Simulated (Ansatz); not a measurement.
Write the native input for Ansatz 0.2.0 that does the following.

```yaml
Task: relaxation of cell and atoms
Functional: BLYP
Potentials_or_basis: all-electron LAPW, scalar-relativistic
Basis_error_allowed: 0.001 eV/atom
k_mesh: 13 × 13 × 13
Occupations: fermi-dirac, width 0.05 eV
Spin: no spin polarisation
```

Crystal: C.

```xyz
2
Lattice="0.0000 1.7834 1.7834 1.7834 0.0000 1.7834 1.7834 1.7834 0.0000" Properties=species:S:1:pos:R:3 pbc="T T T"
C     2.6751    2.6751    2.6751
C     1.7834    1.7834    1.7834
```

This isn't the form of C at room conditions, which is graphite.

One way to write it, as run:

input.yaml

```yaml
crystal:
  lattice:
    - [0.0, 1.78337, 1.78337]
    - [1.78337, 0.0, 1.78337]
    - [1.78337, 1.78337, 0.0]
  atoms:
    - { symbol: C, position: [0.75, 0.75, 0.75] }
    - { symbol: C, position: [0.5, 0.5, 0.5] }
kpoints:
  mp_grid: { grid: [13, 13, 13] }
scf:
  occupations: { method: fermi_dirac, width: 0.05 }
hamiltonian:
  xc: blyp
  pseudopotentials: { kind: all_electron, lapw: { basis_error: 0.001 } }
output:
  forces: true
  stress: true
relax:
  f_tol: 0.01
  max_steps: 60
  cell: {}
```

Potentials or basis: all-electron LAPW, scalar-relativistic.

Run with:

```console
$ ansatz run input.yaml --threads 1 --pin off --max-ram 3072MiB --backend cpu --events-out ev --progress --plain --runs-dir out
```

It gave:

| Quantity | Value |
| --- | --- |
| Relaxed volume | 5.82 Å³/atom |
| Relaxed cell | a = 2.544 Å, b = 2.544 Å, c = 2.544 Å, α = 60.00°, β = 60.00°, γ = 60.00° |
| Space group after relaxing (to 0.05 Å) | Fd-3m (No. 227) |
| Energy gained by relaxing | 5.2 meV/atom |
| Ionic steps | 5 |
| Pressure after relaxing | 0.0 GPa |
| Band gap on the k mesh | 4.40 eV |

Caveat: an odd mesh through Γ misses points on the zone boundary, where band edges often lie.

It took 12 s on 1 thread of Arm Neoverse V1, with other jobs on the host, peak memory 0.26 GiB.
